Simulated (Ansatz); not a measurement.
Set up this calculation in Ansatz 0.2.0, as the native input.

```
Task                : band structure
Functional          : PBEsol
Potentials or basis : all-electron LAPW, inner shells corrected to Dirac's equation
Cutoff              : 244 eV (chosen from the basis error)
Basis error allowed : 0.002 eV/atom
k mesh              : 7 × 7 × 7
Occupations         : fermi-dirac, width 0.05 eV
Spin                : no spin polarisation
```

Crystal: CuAu3.

```xyz
4
Lattice="3.9800 0.0000 0.0000 0.0000 3.9800 0.0000 0.0000 0.0000 3.9800" Properties=species:S:1:pos:R:3 pbc="T T T"
Au    1.9900    1.9900    0.0000
Au    1.9900    0.0000    1.9900
Au    0.0000    1.9900    1.9900
Cu    0.0000    0.0000    0.0000
```

The input as run:

input.yaml

```yaml
crystal:
  lattice:
    - [3.98, 0.0, 0.0]
    - [0.0, 3.98, 0.0]
    - [0.0, 0.0, 3.98]
  atoms:
    - { symbol: Au, position: [0.5, 0.5, 0.0] }
    - { symbol: Au, position: [0.5, 0.0, 0.5] }
    - { symbol: Au, position: [0.0, 0.5, 0.5] }
    - { symbol: Cu, position: [0.0, 0.0, 0.0] }
kpoints:
  mp_grid: { grid: [7, 7, 7] }
  band_path:
    path:
      - [0.0, 0.0, 0.0]
      - [0.0, 0.5, 0.0]
      - [0.5, 0.5, 0.0]
      - [0.0, 0.0, 0.0]
      - [0.5, 0.5, 0.5]
      - [0.0, 0.5, 0.0]
    npoints: 8
scf:
  occupations: { method: fermi_dirac, width: 0.05 }
hamiltonian:
  xc: pbesol
  pseudopotentials:
    kind: all_electron
    lapw: { basis_error: 0.002 }
    dirac_shells: { Au: ["4p", "4d"], Cu: ["2p"] }
output:
  forces: true
  stress: true
  eigenvalues: true
```

Potentials or basis: all-electron LAPW, inner shells corrected to Dirac's equation.

Launch:

```sh
$ ansatz run input.yaml --threads 2 --pin off --max-ram 8192MiB --backend cpu --events-out ev --progress --plain --runs-dir out
```

Results of the run:

* Pressure: -0.9 GPa
* Band gap along the path: none (metal or under the smearing width)

Caveat: spin-orbit coupling is left out, which moves the levels of the heavy elements.

It took 29 s on 2 threads of Arm Neoverse V2, on a shared host, peak memory 0.54 GiB.
